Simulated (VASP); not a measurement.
# InSe (P6_3/mmc) in VASP: notebook

The runs below take InSe through band structure, with PBE, LDA.

All numbers are computed with VASP 6.6.1; they aren't measurements. Logs are shortened: lines on timing, memory, paths and dates and some standing lists are left out, and cuts for length are marked.

### 1 The crystal as given

It takes space group P6_3/mmc (No. 194, hexagonal). Conventional cell: a = 4.033 Å, b = 4.033 Å, c = 16.758 Å, α = 90.00°, β = 90.00°, γ = 120.00°. In (site symmetry 3m) has 3 Se at 2.66 Å and 1 In at 2.79 Å as nearest neighbours. Around Se (site symmetry 3m) lie 3 In at 2.66 Å.

### 2 Band structure, PBE

File INCAR:

```
SYSTEM = InSe
PREC = Accurate
ENCUT = 520
EDIFF = 1E-6
ISMEAR = 0
SIGMA = 0.03
LREAL = .False.
LASPH = .True.
NELM = 80
ALGO = Fast
ISIF = 2
LWAVE = .False.
LCHARG = .False.
GGA = PE
NBANDS = 48
KPAR = 2
```

File KPOINTS:

```
Automatic mesh
0
Gamma
  9 9 2
  0 0 0
```

File POSCAR:

```
InSe                                    
1.0
    4.0325940883     -0.0000000000      0.0000000000
   -2.0162970441      3.4923289236      0.0000000000
    0.0000000000     -0.0000000000     16.7578863181
  In              Se            
     4     4
Direct
     0.3333333332999970    0.6666666667000030    0.1666317070947020
     0.6666666667000030    0.3333333332999970    0.6666317070947020
     0.3333333332999970    0.6666666667000030    0.3333682929052980
     0.6666666667000030    0.3333333332999970    0.8333682929052980
     0.3333333332999970    0.6666666667000030    0.5897259163387023
     0.6666666667000030    0.3333333332999970    0.0897259163387023
     0.3333333332999970    0.6666666667000030    0.9102740836612977
     0.6666666667000030    0.3333333332999970    0.4102740836612977
```

File KPOINTS_OPT:

```
explicit points
168
Reciprocal
 0.0000000000  0.0000000000  0.0000000000 1
 0.0555555556  0.0000000000  0.0000000000 1
 0.1111111111  0.0000000000  0.0000000000 1
 0.1666666667  0.0000000000  0.0000000000 1
 0.2222222222  0.0000000000  0.0000000000 1
 0.2777777778  0.0000000000  0.0000000000 1
[... 160 lines left out ...]
 0.5000000000  0.0000000000  0.0943072600 1
 0.5000000000  0.0000000000 -0.0943072600 1
```

Potentials or basis: VASP PAW PBE potentials, release 64 (In_d, Se).

Run with:

```sh
> cat potpaw_PBE.64/In_d/POTCAR potpaw_PBE.64/Se/POTCAR > POTCAR
> mpirun -np 2 vasp_std > vasp.out
```

OUTCAR:

```text
SYSTEM = InSe
   PREC = Accurate
   ENCUT = 520
   EDIFF = 1E-6
   ISMEAR = 0
   LREAL = .False.
   LASPH = .True.
   NELM = 80
   ISIF = 2
   GGA = PE

 ion  position               nearest neighbor table
   1  0.333  0.667  0.167-   6 2.66   6 2.66   6 2.66   3 2.79
   2  0.667  0.333  0.667-   5 2.66   5 2.66   5 2.66   4 2.79
   3  0.333  0.667  0.333-   8 2.66   8 2.66   8 2.66   1 2.79
   4  0.667  0.333  0.833-   7 2.66   7 2.66   7 2.66   2 2.79
   5  0.333  0.667  0.590-   2 2.66   2 2.66   2 2.66
   6  0.667  0.333  0.090-   1 2.66   1 2.66   1 2.66
   7  0.333  0.667  0.910-   4 2.66   4 2.66   4 2.66
   8  0.667  0.333  0.410-   3 2.66   3 2.66   3 2.66

  LATTYP: Found a hexagonal cell.
 ALAT       =     4.0325940883
 C/A-ratio  =     4.1556095037

  Lattice vectors:

 A1 = (   4.0325940883,   0.0000000000,   0.0000000000)
 A2 = (  -2.0162970441,   3.4923289236,   0.0000000000)
 A3 = (   0.0000000000,   0.0000000000,  16.7578863181)

Analysis of symmetry for initial positions (statically):
=====================================================================
 Subroutine PRICEL returns:
 Original cell was already a primitive cell.

 Routine SETGRP: Setting up the symmetry group for a
 hexagonal supercell.

 Subroutine GETGRP returns: Found 24 space group operations
 (whereof 12 operations were pure point group operations)
 out of a pool of 24 trial point group operations.

The static configuration has the point symmetry D_3d.
 The point group associated with its full space group is D_6h.

Analysis of symmetry for dynamics (positions and initial velocities):
=====================================================================
 Subroutine PRICEL returns:
 Original cell was already a primitive cell.

 Routine SETGRP: Setting up the symmetry group for a
 hexagonal supercell.

 Subroutine GETGRP returns: Found 24 space group operations
 (whereof 12 operations were pure point group operations)
 out of a pool of 24 trial point group operations.

The dynamic configuration has the point symmetry D_3d.
 The point group associated with its full space group is D_6h.

 Subroutine INISYM returns: Found 24 space group operations
 (whereof 12 operations are pure point group operations),
 and found     1 'primitive' translations

----------------------------------------------------------------------------------------

[... 109 lines left out ...]
   ISIF   =      2    stress and relaxation
   ISYM   =      2    0-nonsym 1-usesym 2-fastsym
   POTIM  = 0.5000    time-step for ionic-motion
   TEBEG  =    0.0;   TEEND  =   0.0 temperature during run
   PSTRESS=    0.0 pullay stress
   NELECT =      76.0000    total number of electrons
   NUPDOWN=      -1.0000    fix difference up-down
   EMIN   =  10.00;   EMAX   =-10.00  energy-range for DOS
   EFERMI =   0.00;   METHOD = LEGACY
   ISMEAR =     0;   SIGMA  =   0.03  broadening in eV -4-tet -1-fermi 0-gaus
   EFERMI_NEDOS =   21; number of points for ismear=-14 and -15
   IALGO  =     68    algorithm
   IMIX   =      4    mixing-type and parameters
     AMIX     =   0.40;   BMIX     =  1.00
     AMIX_MAG =   1.60;   BMIX_MAG =  1.00
  volume/ion in A,a.u.               =      29.50       199.08
  Fermi-wavevector in a.u.,A,eV,Ry     =   1.122121  2.120501 17.131854  1.259156
  Thomas-Fermi vector in A             =   2.258779
   LORBIT       =      0    0 simple, 1 ext, 2 COOP (PROOUT), +10 PAW based schemes
   GGA     = PE    functional components
   LHFCALC =     F    Hartree Fock is set to
   AEXX    =    0.0000 exact exchange contribution
   IVDW    =     0    specifies the selected vdW correction
   LEPSILON=     F    determine dielectric tensor
   LRPA    =     F    only Hartree local field effects (RPA)
 non-spin polarized calculation
 RMM-DIIS sequential band-by-band and
 Gauss-broadening in eV      SIGMA  =   0.03
  energy-cutoff  :      520.00
  volume of cell :      236.00
 maximum number of plane-waves:      6394
 NGX is ok and might be reduce to    30
   NGX = 15   NGY = 15   NGZ = 63

 number of electron      76.0000014 magnetization

 Free energy of the ion-electron system (eV)
  ---------------------------------------------------
  ext. energy  EPLUGINS =         0.00000000
  ---------------------------------------------------
  free energy    TOTEN  =       -28.32050116 eV

  energy without entropy =      -28.32050116  energy(sigma->0) =      -28.32050116

 E-fermi :   4.1849     XC(G=0):  -8.8751

 val. band max:        4.0122002330   @ k =   0.0000   0.0000   0.0000
 cond. band min:       4.3660435389   @ k =   0.0000   0.0000   0.0000
 fundamental gap:      0.3538433059
 Fermi energy:         4.1848553950

 k-point     1 :       0.0000    0.0000    0.0000
  band No.  band energies     occupation
      1     -10.7722      2.00000
      2     -10.7714      2.00000
      3     -10.5873      2.00000
      4     -10.5873      2.00000
      5     -10.5869      2.00000
      6     -10.5869      2.00000
[... 1213 lines left out ...]
     47       9.6083      0.00000
     48       9.6092      0.00000

------------------------ aborting loop because EDIFF is reached ----------------------------------------

  FORCE on cell =-STRESS in cart. coord.  units (eV):
  Direction    XX          YY          ZZ          XY          YZ          ZX
  --------------------------------------------------------------------------------------
  -------------------------------------------------------------------------------------
  Total        2.4996570      2.4996570      2.6552787      0.0000000      0.0000000     -0.0000000
  in kB       16.9696198     16.9696198     18.0261009      0.0000000      0.0000000     -0.0000000
  external PRESSURE =      17.3217801 kB  Pullay stress =       0.0000000 kB

 VOLUME and BASIS-vectors are now :
 -----------------------------------------------------------------------------
  energy-cutoff  :      520.00
  volume of cell :      236.00
      direct lattice vectors                 reciprocal lattice vectors
     4.032594088  0.000000000  0.000000000     0.247979335  0.143170936  0.000000000
    -2.016297044  3.492328924  0.000000000     0.000000000  0.286341872  0.000000000
     0.000000000  0.000000000 16.757886318     0.000000000  0.000000000  0.059673397

 POSITION                                       TOTAL-FORCE (eV/Angst)
 -----------------------------------------------------------------------------------
     -0.00000      2.32822      2.79240         0.000000     -0.000000     -0.004408
      2.01630      1.16411     11.17134        -0.000000     -0.000000     -0.004408
     -0.00000      2.32822      5.58655         0.000000     -0.000000      0.004408
      2.01630      1.16411     13.96549         0.000000      0.000000      0.004408
     -0.00000      2.32822      9.88256         0.000000      0.000000      0.018322
      2.01630      1.16411      1.50362        -0.000000      0.000000      0.018322
     -0.00000      2.32822     15.25427        -0.000000      0.000000     -0.018322
      2.01630      1.16411      6.87533        -0.000000      0.000000     -0.018322
 -----------------------------------------------------------------------------------
    total drift:                               -0.000000      0.000000      0.000000

  FREE ENERGIE OF THE ION-ELECTRON SYSTEM (eV)
  ---------------------------------------------------
  free  energy   TOTEN  =       -28.3205011606 eV

  energy  without entropy=      -28.3205011606  energy(sigma->0) =      -28.32050116
```

OSZICAR:

```text
N       E                     dE             d eps       ncg     rms          rms(c)
DAV:   1     0.785501333034E+03    0.78550E+03   -0.33931E+04  2304   0.176E+03
DAV:   2     0.910964058554E+02   -0.69440E+03   -0.67312E+03  2312   0.468E+02
DAV:   3    -0.215238900205E+02   -0.11262E+03   -0.10904E+03  2784   0.194E+02
DAV:   4    -0.289463466172E+02   -0.74225E+01   -0.73669E+01  2760   0.491E+01
DAV:   5    -0.292170775782E+02   -0.27073E+00   -0.27063E+00  2912   0.968E+00    0.993E+00
RMM:   6    -0.283499410285E+02    0.86714E+00   -0.14477E+00  2797   0.597E+00    0.549E+00
RMM:   7    -0.283331168527E+02    0.16824E-01   -0.86828E-01  3018   0.335E+00    0.159E+00
RMM:   8    -0.283185656863E+02    0.14551E-01   -0.16189E-01  2759   0.293E+00    0.331E-01
RMM:   9    -0.283187202813E+02   -0.15460E-03   -0.50534E-02  3246   0.153E+00    0.547E-01
RMM:  10    -0.283205794624E+02   -0.18592E-02   -0.15715E-02  3226   0.653E-01    0.947E-01
[... 74 further cycles ...]
DAV:   1     0.793923267198E+04   -0.46024E+05     2312
DAV:   2    -0.847060099744E+04   -0.16410E+05     2304
DAV:   3    -0.110739921692E+05   -0.26034E+04     2776
DAV:   4    -0.112398354173E+05   -0.16584E+03     2680
DAV:   5    -0.112465545818E+05   -0.67192E+01     2800
DAV:   6    -0.112468390176E+05   -0.28444E+00     3544
DAV:   7    -0.112468450481E+05   -0.60305E-02     3368
DAV:   8    -0.112468452701E+05   -0.22197E-03     3576
DAV:   9    -0.112468452777E+05   -0.76448E-05     2192
DAV:  10    -0.112468452784E+05   -0.67642E-06     1536
```

stdout:

```text
POSCAR found type information on POSCAR InSe
 POSCAR found :  2 types and       8 ions
 scaLAPACK will be used
 LDA part: xc-table for (Slater+PW92), standard interpolation
 POSCAR, INCAR and KPOINTS ok, starting setup
 FFT: planning ... GRIDC
 FFT: planning ... GRID_SOFT
 FFT: planning ... GRID
 WAVECAR not read
 entering main loop
 Start KPOINTS_OPT (optional k-point list driver)
k-point batch [1-24\168]
k-point batch [25-48\168]
k-point batch [49-72\168]
k-point batch [73-96\168]
k-point batch [97-120\168]
k-point batch [121-144\168]
k-point batch [145-168\168]
```

Wall time 13 min (2 MPI ranks of Intel Xeon Platinum 8559C (Emerald Rapids), shared host); peak memory 0.58 GiB.

Results:

- Free energy: -28.3205 eV
- Pressure: 1.7 GPa
- Largest force: 0.018 eV/Å
- Band gap on the k mesh: 0.35 eV, direct
- Band gap along the path: 0.35 eV, direct

Forces on the atoms (eV/Å):
```
In   0.000  0.000 -0.004
In   0.000  0.000 -0.004
In   0.000  0.000  0.004
In   0.000  0.000  0.004
Se   0.000  0.000  0.018
Se   0.000  0.000  0.018
Se   0.000  0.000 -0.018
Se   0.000  0.000 -0.018
```

Stress tensor (GPa, compression positive):
```
1.70 0.00 0.00
0.00 1.70 0.00
0.00 0.00 1.80
```

Levels at the corners of the path, in eV from the valence-band top:
| point | band 35 | band 36 | band 37 | band 38 | band 39 | band 40 | band 41 | band 42 |
| --- | --- | --- | --- | --- | --- | --- | --- | --- |
| Γ | -1.17 | -1.09 | -1.09 | 0.00 | 0.35 | 1.73 | 2.12 | 2.12 |
| M | -2.08 | -2.06 | -1.97 | -1.34 | 1.11 | 1.21 | 1.93 | 1.94 |
| M | -2.08 | -2.06 | -1.97 | -1.34 | 1.11 | 1.21 | 1.93 | 1.94 |
| K | -2.11 | -2.11 | -1.68 | -1.68 | 1.50 | 2.09 | 2.40 | 2.40 |
| K | -2.11 | -2.11 | -1.68 | -1.68 | 1.50 | 2.09 | 2.40 | 2.40 |
| Γ | -1.17 | -1.09 | -1.09 | 0.00 | 0.35 | 1.73 | 2.12 | 2.12 |
| Γ | -1.17 | -1.09 | -1.09 | 0.00 | 0.35 | 1.73 | 2.12 | 2.12 |
| A | -1.12 | -1.12 | -0.92 | -0.92 | 1.22 | 1.22 | 2.13 | 2.13 |
| A | -1.12 | -1.12 | -0.92 | -0.92 | 1.22 | 1.22 | 2.13 | 2.13 |
| L | -2.04 | -2.04 | -1.71 | -1.71 | 1.46 | 1.46 | 1.58 | 1.58 |
| L | -2.04 | -2.04 | -1.71 | -1.71 | 1.46 | 1.46 | 1.58 | 1.58 |
| H | -2.40 | -2.40 | -1.52 | -1.52 | 1.75 | 1.75 | 2.26 | 2.26 |
| H | -2.40 | -2.40 | -1.52 | -1.52 | 1.75 | 1.75 | 2.26 | 2.26 |
| A | -1.12 | -1.12 | -0.92 | -0.92 | 1.22 | 1.22 | 2.13 | 2.13 |
| L | -2.04 | -2.04 | -1.71 | -1.71 | 1.46 | 1.46 | 1.58 | 1.58 |
| M | -2.08 | -2.06 | -1.97 | -1.34 | 1.11 | 1.21 | 1.93 | 1.94 |
| K | -2.11 | -2.11 | -1.68 | -1.68 | 1.50 | 2.09 | 2.40 | 2.40 |
| H | -2.40 | -2.40 | -1.52 | -1.52 | 1.75 | 1.75 | 2.26 | 2.26 |

Caveat: spin-orbit coupling is left out, which moves the levels of the heavy elements; this functional lacks dispersion, which binds the layers, so the pressure and a relaxed spacing across them are unreliable.

[end of part 1 of 2]
